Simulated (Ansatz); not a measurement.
Runs of Ansatz 0.2.0 on P. The structure is orthorhombic, space group Cmce (No. 64). Conventional cell: a = 3.295 Å, b = 10.930 Å, c = 4.544 Å, α = 90.00°, β = 90.00°, γ = 90.00°. P (site symmetry m) is surrounded by 3 P at 2.20 to 2.25 Å. 

```csv
level,gap on the mesh (eV),pressure (GPa),relaxed volume (Å³/atom)
PBE+D3(BJ),none,0.0,(b)
PBE,(a),0.0,21.25
PBE+D3(BJ)-ATM,none,0.0,17.84
PBE+D4,none,0.0,17.69
```

Alike in all rows: task relaxation of cell and atoms; potentials or basis Ansatz PAW; no spin polarisation; cell relaxed; k mesh 8 × 8 × 6; cutoff (eV) 420; smearing fermi-dirac 0.05 eV.

**Question.** Estimate the missing entries.

**Answer.** (a) 0.12; (b) 17.57.

Caveats: the plane-wave basis is chosen anew once the cell has moved, so the energies of steps on either side of that aren't comparable; pairwise dispersion overbinds metals, which lowers pressure and volume (some runs).

A k mesh can miss the band edges.

A gap of «none» marks a metal or a gap under the smearing width.
